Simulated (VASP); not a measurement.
# Cr (P6_3/mmc) in VASP: further runs

The runs below take Cr through single point, with PBEsol.

All numbers are computed with VASP 6.6.1; they aren't measurements. Logs are shortened: lines on timing, memory, paths and dates and some standing lists are left out, and cuts for length are marked.

## 1. The crystal as given

The structure is hexagonal, space group P6_3/mmc (No. 194). The conventional cell has a = 2.714 Å, b = 2.714 Å, c = 4.410 Å, α = 90.00°, β = 90.00°, γ = 120.00°. Cr (site symmetry -6m2) has 12 Cr at 2.71 Å as nearest neighbours.

This isn't the form of Cr at room conditions, which is bcc.

## 2. Single point, PBEsol, collinear spin, ferromagnetic start

Contents of INCAR:

```
SYSTEM = Cr
ADDGRID = .FALSE.
ALGO = Normal
EDIFF = 1E-6
ENCUT = 400
GGA = PS
ISIF = 2
ISMEAR = 1
ISPIN = 2
LASPH = .TRUE.
LCHARG = .FALSE.
LMAXMIX = 4
LORBIT = 11
LREAL = .FALSE.
LWAVE = .FALSE.
MAGMOM = 3 3
NELM = 100
PREC = Accurate
SIGMA = 0.1
```

Contents of KPOINTS:

```
k-points
0
G
  15 15 8
  0 0 0
```

Contents of POSCAR:

```
Cr
1.0
    2.7140000000      0.0000000000      0.0000000000
   -1.3570000000      2.3503929459      0.0000000000
    0.0000000000      0.0000000000      4.4100000000
Cr
2
Direct
    0.6666666667      0.3333333333      0.7500000000
    0.3333333333      0.6666666667      0.2500000000
```

Potentials or basis: VASP PAW PBE potentials, release 64 (Cr_pv).

Started as:

```
cat potpaw_PBE.64/Cr_pv/POTCAR > POTCAR
mpirun -np 1 vasp_std > vasp.out
```

OUTCAR:

```text
SYSTEM = Cr
   EDIFF = 1E-6
   ENCUT = 400
   GGA = PS
   ISIF = 2
   ISMEAR = 1
   ISPIN = 2
   LASPH = .TRUE.
   LORBIT = 11
   LREAL = .FALSE.
   NELM = 100
   PREC = Accurate

 Found    135 irreducible k-points:

 Following reciprocal coordinates:
            Coordinates               Weight
  0.000000  0.000000  0.000000      1.000000
  0.066667 -0.000000  0.000000      6.000000
  0.133333  0.000000  0.000000      6.000000
  0.200000 -0.000000  0.000000      6.000000
  0.266667  0.000000  0.000000      6.000000
  0.333333  0.000000  0.000000      6.000000
   k-points           NKPTS =    135   k-points in BZ     NKDIM =    135   number of bands    NBANDS=     19
   number of dos      NEDOS =    301   number of ions     NIONS =      2
   total plane-waves  NPLWV =   9720
   dimension x,y,z NGX =    18 NGY =   18 NGZ =   30
   dimension x,y,z NGXF=    36 NGYF=   36 NGZF=   60
   ions per type =               2
   NGX,Y,Z   is equivalent  to a cutoff of  11.03, 11.03, 11.31 a.u.
   NGXF,Y,Z  is equivalent  to a cutoff of  22.05, 22.05, 22.62 a.u.
 SYSTEM =  Cr
   PREC   = accura    normal or accurate (medium, high low for compatibility)
   ISTART =      0    job   : 0-new  1-cont  2-samecut
   ICHARG =      2    charge: 1-file 2-atom 10-const
   ISPIN  =      2    spin polarized calculation?
   LNONCOLLINEAR =      F non collinear calculations
   LSORBIT =      F    spin-orbit coupling
   LASPH  =      T    aspherical Exc in radial PAW
   ENCUT  =  400.0 eV  29.40 Ry    5.42 a.u.   4.43  4.43  7.19*2*pi/ulx,y,z
   NELM   =    100;   NELMIN=  2; NELMDL= -5     # of ELM steps
   EDIFF  = 0.1E-05   stopping-criterion for ELM
   LREAL  =      F    real-space projection
   EDIFFG = 0.1E-04   stopping-criterion for IOM
   NSW    =      0    number of steps for IOM
   IBRION =     -1    ionic relax: 0-MD 1-quasi-New 2-CG
   NFREE  =      0    steps in history (QN), initial steepest desc. (CG)
   ISIF   =      2    stress and relaxation
   ISYM   =      2    0-nonsym 1-usesym 2-fastsym
   POTIM  = 0.5000    time-step for ionic-motion
   TEBEG  =    0.0;   TEEND  =   0.0 temperature during run
   PSTRESS=    0.0 pullay stress
   NELECT =      24.0000    total number of electrons
   NUPDOWN=      -1.0000    fix difference up-down
   EMIN   =  10.00;   EMAX   =-10.00  energy-range for DOS
   EFERMI =   0.00;   METHOD = LEGACY
   ISMEAR =     1;   SIGMA  =   0.10  broadening in eV -4-tet -1-fermi 0-gaus
   EFERMI_NEDOS =   21; number of points for ismear=-14 and -15
   IALGO  =     38    algorithm
   IMIX   =      4    mixing-type and parameters
     AMIX     =   0.40;   BMIX     =  1.00
     AMIX_MAG =   1.60;   BMIX_MAG =  1.00
  volume/ion in A,a.u.               =      14.07        94.92
  Fermi-wavevector in a.u.,A,eV,Ry     =   1.552681  2.934142 32.801180  2.410819
  Thomas-Fermi vector in A             =   2.657021
   LORBIT       =     11    0 simple, 1 ext, 2 COOP (PROOUT), +10 PAW based schemes
   GGA     = PS    functional components
   LHFCALC =     F    Hartree Fock is set to
   AEXX    =    0.0000 exact exchange contribution
   IVDW    =     0    specifies the selected vdW correction
   LEPSILON=     F    determine dielectric tensor
   LRPA    =     F    only Hartree local field effects (RPA)
 spin polarized calculation
 Methfessel and Paxton  Order N= 1 SIGMA  =   0.10
  energy-cutoff  :      400.00
  volume of cell :       28.13
 maximum number of plane-waves:       537
 NGX is ok and might be reduce to    18
   NGX =  9   NGY =  9   NGZ = 15

 number of electron      24.0000004 magnetization       1.8171729

 Free energy of the ion-electron system (eV)
  ---------------------------------------------------
  ext. energy  EPLUGINS =         0.00000000
  ---------------------------------------------------
  free energy    TOTEN  =       -18.90039427 eV

  energy without entropy =      -18.90087613  energy(sigma->0) =      -18.90055489

 E-fermi :   8.1375     XC(G=0): -12.6928

 val. band max:        8.1344233281   @ k =   0.2667   0.2667   0.0000
 cond. band min:       8.1416742891   @ k =   0.4000   0.0667   0.2500
 fundamental gap:      0.0072509610
 Fermi energy:         8.1374869833

 spin component 1

 k-point     1 :       0.0000    0.0000    0.0000
  band No.  band energies     occupation
      1     -35.1758      1.00000
      2     -34.8336      1.00000
      3     -34.8336      1.00000
      4     -34.7664      1.00000
      5     -34.7664      1.00000
      6     -34.6857      1.00000
[... 11 lines left out ...]
     18       9.5175     -0.00000
     19      14.9595      0.00000

 k-point     2 :       0.0667   -0.0000    0.0000
  band No.  band energies     occupation
      1     -35.1686      1.00000
      2     -34.8488      1.00000
      3     -34.8385      1.00000
      4     -34.7827      1.00000
      5     -34.7689      1.00000
      6     -34.6883      1.00000
[... 11 lines left out ...]
     18      10.1508      0.00000
     19      14.9600      0.00000

 k-point     3 :       0.1333    0.0000    0.0000
  band No.  band energies     occupation
      1     -35.1481      1.00000
      2     -34.8924      1.00000
      3     -34.8521      1.00000
      4     -34.8280      1.00000
      5     -34.7760      1.00000
      6     -34.6963      1.00000
[... 11 lines left out ...]
     18      11.2014      0.00000
     19      14.9613      0.00000

 k-point     4 :       0.2000   -0.0000    0.0000
  band No.  band energies     occupation
      1     -35.1163      1.00000
      2     -34.9582      1.00000
      3     -34.8930      1.00000
      4     -34.8721      1.00000
      5     -34.7870      1.00000
      6     -34.7097      1.00000
[... 11 lines left out ...]
     18      12.3743      0.00000
     19      14.9640      0.00000

 k-point     5 :       0.2667    0.0000    0.0000
  band No.  band energies     occupation
      1     -35.0761      1.00000
      2     -35.0338      1.00000
      3     -34.9667      1.00000
      4     -34.8939      1.00000
      5     -34.8000      1.00000
      6     -34.7286      1.00000
[... 11 lines left out ...]
     18      13.6265      0.00000
     19      14.9732      0.00000

 k-point     6 :       0.3333    0.0000    0.0000
  band No.  band energies     occupation
      1     -35.1068      1.00000
      2     -35.0357      1.00000
      3     -35.0322      1.00000
      4     -34.9147      1.00000
      5     -34.8128      1.00000
      6     -34.7526      1.00000
[... 11 lines left out ...]
     18      14.9271      0.00000
     19      14.9904      0.00000

 [... further k-points ...]

 spin component 2

 k-point     1 :       0.0000    0.0000    0.0000
  band No.  band energies     occupation
      1     -34.4038      1.00000
      2     -33.9709      1.00000
      3     -33.9709      1.00000
      4     -33.9034      1.00000
      5     -33.9026      1.00000
      6     -33.9026      1.00000
[... 11 lines left out ...]
     18      10.3678      0.00000
     19      15.9460      0.00000

 k-point     2 :       0.0667   -0.0000    0.0000
  band No.  band energies     occupation
      1     -34.3965      1.00000
      2     -33.9865      1.00000
      3     -33.9759      1.00000
      4     -33.9192      1.00000
      5     -33.9061      1.00000
      6     -33.9051      1.00000
[... 11 lines left out ...]
     18      10.8745      0.00000
     19      15.9457      0.00000

 k-point     3 :       0.1333    0.0000    0.0000
  band No.  band energies     occupation
      1     -34.3754      1.00000
      2     -34.0311      1.00000
      3     -33.9898      1.00000
      4     -33.9656      1.00000
      5     -33.9142      1.00000
      6     -33.9123      1.00000
[... 11 lines left out ...]
     18      11.8494      0.00000
     19      15.9501      0.00000

 k-point     4 :       0.2000   -0.0000    0.0000
  band No.  band energies     occupation
      1     -34.3429      1.00000
      2     -34.0985      1.00000
      3     -34.0321      1.00000
      4     -34.0103      1.00000
      5     -33.9278      1.00000
      6     -33.9235      1.00000
[... 11 lines left out ...]
     18      12.9806      0.00000
     19      15.9718      0.00000

 k-point     5 :       0.2667    0.0000    0.0000
  band No.  band energies     occupation
      1     -34.3018      1.00000
      2     -34.1760      1.00000
      3     -34.1075      1.00000
      4     -34.0325      1.00000
      5     -33.9471      1.00000
      6     -33.9367      1.00000
[... 11 lines left out ...]
     18      14.2010      0.00000
     19      16.0119      0.00000

 k-point     6 :       0.3333    0.0000    0.0000
  band No.  band energies     occupation
      1     -34.2569      1.00000
      2     -34.2509      1.00000
      3     -34.1781      1.00000
      4     -34.0537      1.00000
      5     -33.9716      1.00000
      6     -33.9497      1.00000
[... 11 lines left out ...]
     18      15.4722      0.00000
     19      15.9056      0.00000

 [... further k-points ...]

------------------------ aborting loop because EDIFF is reached ----------------------------------------

  FORCE on cell =-STRESS in cart. coord.  units (eV):
  Direction    XX          YY          ZZ          XY          YZ          ZX
  --------------------------------------------------------------------------------------
  -------------------------------------------------------------------------------------
  Total       -6.0518181     -6.0518181     -5.3024249      0.0000000     -0.0000000     -0.0000000
  in kB     -344.6732189   -344.6732189   -301.9925316      0.0000000     -0.0000000     -0.0000000
  external PRESSURE =    -330.4463232 kB  Pullay stress =       0.0000000 kB

 VOLUME and BASIS-vectors are now :
 -----------------------------------------------------------------------------
  energy-cutoff  :      400.00
  volume of cell :       28.13
      direct lattice vectors                 reciprocal lattice vectors
     2.714000000  0.000000000  0.000000000     0.368459838  0.212730387  0.000000000
    -1.357000000  2.350392946  0.000000000     0.000000000  0.425460773  0.000000000
     0.000000000  0.000000000  4.410000000     0.000000000  0.000000000  0.226757370

 POSITION                                       TOTAL-FORCE (eV/Angst)
 -----------------------------------------------------------------------------------
      1.35700      0.78346      3.30750        -0.000000      0.000000      0.000000
     -0.00000      1.56693      1.10250         0.000000     -0.000000      0.000000
 -----------------------------------------------------------------------------------
    total drift:                               -0.000000      0.000000     -0.000000

  FREE ENERGIE OF THE ION-ELECTRON SYSTEM (eV)
  ---------------------------------------------------
  free  energy   TOTEN  =       -18.9003942702 eV

  energy  without entropy=      -18.9008761280  energy(sigma->0) =      -18.90055489

 total charge

# of ion       s       p       d       tot
------------------------------------------
    1        0.376   6.283   4.054  10.712
    2        0.376   6.283   4.054  10.712
--------------------------------------------------
tot          0.751  12.566   8.107  21.424

 magnetization (x)

# of ion       s       p       d       tot
------------------------------------------
    1        0.001   0.024   0.815   0.840
    2        0.001   0.024   0.815   0.840
--------------------------------------------------
tot          0.002   0.048   1.630   1.680
```

It took 56 s on 1 thread of Intel Xeon Platinum 8488C (Sapphire Rapids), shared host; peak memory 0.18 GiB.

The run converged, but some of its settings lie outside the range that counts as converged, so its numbers aren't taken as properties of the crystal.

What came out:

| Property | Result |
| --- | --- |
| Free energy | -18.9004 eV |
| Pressure | -33.0 GPa |
| Band gap on the k mesh | none (metal or under the smearing width) |
| Net moment | 1.82 μB per cell |
| Site moments | Cr +0.84 μB |
| Valence electrons inside the program's atomic spheres | Cr 10.71 |

Caveat: a pressure of tens of GPa on the cell as given is suspect, and the run, the potentials or the cell itself is likely at fault; the PAW data sets were made with another functional, which shifts forces and pressure a little.

## 3. Single point, PBEsol, collinear spin, ferromagnetic start

Edit INCAR of step 2 so:

```diff
@@ -18,2 +18,2 @@
 PREC = Accurate
-SIGMA = 0.1
+SIGMA = 0.4
```

KPOINTS is that of step 2.

POSCAR is that of step 2.

Potentials or basis: VASP PAW PBE potentials, release 64 (Cr_pv).

Started as:

```
cat potpaw_PBE.64/Cr_pv/POTCAR > POTCAR
mpirun -np 1 vasp_std > vasp.out
```

OUTCAR:

```text
SYSTEM = Cr
   EDIFF = 1E-6
   ENCUT = 400
   GGA = PS
   ISIF = 2
   ISMEAR = 1
   ISPIN = 2
   LASPH = .TRUE.
   LORBIT = 11
   LREAL = .FALSE.
   NELM = 100
   PREC = Accurate

 Found    135 irreducible k-points:

 Following reciprocal coordinates:
            Coordinates               Weight
  0.000000  0.000000  0.000000      1.000000
  0.066667 -0.000000  0.000000      6.000000
  0.133333  0.000000  0.000000      6.000000
  0.200000 -0.000000  0.000000      6.000000
  0.266667  0.000000  0.000000      6.000000
  0.333333  0.000000  0.000000      6.000000
   k-points           NKPTS =    135   k-points in BZ     NKDIM =    135   number of bands    NBANDS=     19
[... 357 lines left out ...]
 -----------------------------------------------------------------------------
  energy-cutoff  :      400.00
  volume of cell :       28.13
      direct lattice vectors                 reciprocal lattice vectors
     2.714000000  0.000000000  0.000000000     0.368459838  0.212730387  0.000000000
    -1.357000000  2.350392946  0.000000000     0.000000000  0.425460773  0.000000000
     0.000000000  0.000000000  4.410000000     0.000000000  0.000000000  0.226757370

 POSITION                                       TOTAL-FORCE (eV/Angst)
 -----------------------------------------------------------------------------------
      1.35700      0.78346      3.30750        -0.000000      0.000000      0.000000
     -0.00000      1.56693      1.10250         0.000000     -0.000000      0.000000
 -----------------------------------------------------------------------------------
    total drift:                               -0.000000      0.000000     -0.000000

  FREE ENERGIE OF THE ION-ELECTRON SYSTEM (eV)
  ---------------------------------------------------
  free  energy   TOTEN  =       -18.8981294618 eV

  energy  without entropy=      -18.8897454928  energy(sigma->0) =      -18.89533481

 total charge

# of ion       s       p       d       tot
------------------------------------------
    1        0.376   6.282   4.054  10.712
    2        0.376   6.282   4.054  10.712
--------------------------------------------------
tot          0.751  12.564   8.108  21.424

 magnetization (x)

# of ion       s       p       d       tot
------------------------------------------
    1        0.001   0.022   0.753   0.775
    2        0.001   0.022   0.753   0.775
--------------------------------------------------
tot          0.002   0.043   1.505   1.550
```

OSZICAR:

```text
N       E                     dE             d eps       ncg     rms          rms(c)
DAV:   1     0.211568914287E+03    0.21157E+03   -0.12793E+04 10340   0.129E+03
DAV:   2    -0.142475648549E+02   -0.22582E+03   -0.22090E+03 10447   0.394E+02
DAV:   3    -0.212249402736E+02   -0.69774E+01   -0.68378E+01 10829   0.829E+01
DAV:   4    -0.213210726502E+02   -0.96132E-01   -0.96066E-01 13084   0.890E+00
DAV:   5    -0.213229704065E+02   -0.18978E-02   -0.18965E-02 11637   0.120E+00    0.194E+01
DAV:   6    -0.186928945457E+02    0.26301E+01   -0.17228E+01 10587   0.448E+01    0.547E+00
DAV:   7    -0.188904072166E+02   -0.19751E+00   -0.69058E-01 11175   0.756E+00    0.280E+00
DAV:   8    -0.189000208276E+02   -0.96136E-02   -0.28346E-02 12240   0.126E+00    0.102E+00
DAV:   9    -0.188957761672E+02    0.42447E-02   -0.90422E-03 11816   0.775E-01    0.368E-01
DAV:  10    -0.188972005846E+02   -0.14244E-02   -0.35687E-03 11133   0.431E-01    0.205E-01
DAV:  11    -0.188976385400E+02   -0.43796E-03   -0.33344E-04 13035   0.157E-01    0.121E-01
DAV:  12    -0.188979719825E+02   -0.33344E-03   -0.22238E-04 11747   0.111E-01    0.540E-02
DAV:  13    -0.188980874339E+02   -0.11545E-03   -0.96894E-05 11113   0.660E-02    0.345E-02
DAV:  14    -0.188981085084E+02   -0.21075E-04   -0.15094E-05 11658   0.282E-02    0.236E-02
DAV:  15    -0.188981274306E+02   -0.18922E-04   -0.25250E-05 11036   0.316E-02    0.957E-03
DAV:  16    -0.188981297210E+02   -0.22904E-05   -0.54190E-06 11043   0.150E-02    0.315E-03
DAV:  17    -0.188981294618E+02    0.25919E-06   -0.62599E-07  6267   0.553E-03
   1 F= -.18898129E+02 E0= -.18895335E+02  d E =-.838397E-02  mag=     1.6748
```

It took 73 s on 1 thread of Intel Xeon Platinum 8488C (Sapphire Rapids), shared host; peak memory 0.18 GiB.

The run converged, but some of its settings lie outside the range that counts as converged, so its numbers aren't taken as properties of the crystal.

What came out:

```yaml
Free_energy: -18.8981 eV
Pressure: -33.4 GPa
Band_gap_on_the_k_mesh: none (metal or under the smearing width)
Net_moment: 1.68 μB per cell
Site_moments: Cr +0.78 μB
Valence_electrons_inside_the_program's_atomic_spheres: Cr 10.71
```

Caveat: a pressure of tens of GPa on the cell as given is suspect, and the run, the potentials or the cell itself is likely at fault; the PAW data sets were made with another functional, which shifts forces and pressure a little.

## 4. Single point, PBEsol, collinear spin, ferromagnetic start

Edit INCAR of step 3 so:

```diff
@@ -18,2 +18,2 @@
 PREC = Accurate
-SIGMA = 0.4
+SIGMA = 0.2
```

KPOINTS is that of step 3.

POSCAR is that of step 3.

Started as:

```
cat potpaw_PBE.64/Cr_pv/POTCAR > POTCAR
mpirun -np 1 vasp_std > vasp.out
```

It took 62 s on 1 thread of Intel Xeon Platinum 8488C (Sapphire Rapids), shared host; peak memory 0.18 GiB.

These settings aren't checked as converged: the numbers below hold their error.

Results:

```yaml
Free_energy: -18.8992 eV
Pressure: -33.1 GPa
Band_gap_on_the_k_mesh: none (metal or under the smearing width)
Net_moment: 1.84 μB per cell
Site_moments: Cr +0.85 μB
Valence_electrons_inside_the_program's_atomic_spheres: Cr 10.71
```

Caveat: a pressure of tens of GPa on the cell as given is suspect, and the run, the potentials or the cell itself is likely at fault; the PAW data sets were made with another functional, which shifts forces and pressure a little.

(Continued in part 2 of 2.)
